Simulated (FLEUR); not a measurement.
**GaP under changes of volume**

One of the cells (20.240 Å³/atom); the others are scaled copies at fixed shape and fractional positions:

```
CELL_PARAMETERS angstrom
0.00000 2.72525 2.72525
2.72525 0.00000 2.72525
2.72525 2.72525 0.00000
ATOMIC_POSITIONS crystal
Ga 0.00000 0.00000 0.00000
P 0.75000 0.75000 0.75000
```

* Program: FLEUR MaX-R8.1 (later development tree)
* Functional: r2SCAN
* Potentials or basis: all-electron
* Basis: FLAPW
* Kmax: 5.21 1/bohr
* k mesh: 8 × 8 × 8
* Occupations: fermi-dirac, width 0.05 eV
* Spin: no spin polarisation

```csv
volume (Å³/atom),energy over the lowest point (meV/atom),gap on the mesh (eV)
19.026,23.06,1.77
19.431,10.04,1.82
20.240,0.00,1.90
21.050,7.79,1.91
21.455,?,?
```

**Question.** What does the run at 21.455 Å³/atom give?

**Answer.** Energy over the lowest point 17.14 meV/atom; gap on the mesh 1.85 eV.

Worked out: A Birch-Murnaghan fit of order 2 (a polynomial in V^(-2/3)) to the other rows has its minimum at 20.27 Å³/atom with B0 = V·E''(V) = 88 GPa. It gives 17.39 meV/atom at 21.455 Å³/atom, against the run's 17.14. A parabola through the other rows of the gap, of slope -0.92 eV per unit of ln V there, extrapolates to 1.90 eV, against the run's 1.85.

Energies are extrapolated to zero smearing.

Caveats: the meta-GGA is that of a development version, with a GGA for the radial functions and cores and without core tails.

A mesh can miss the band edges. Spin-orbit coupling on Ga is left out.
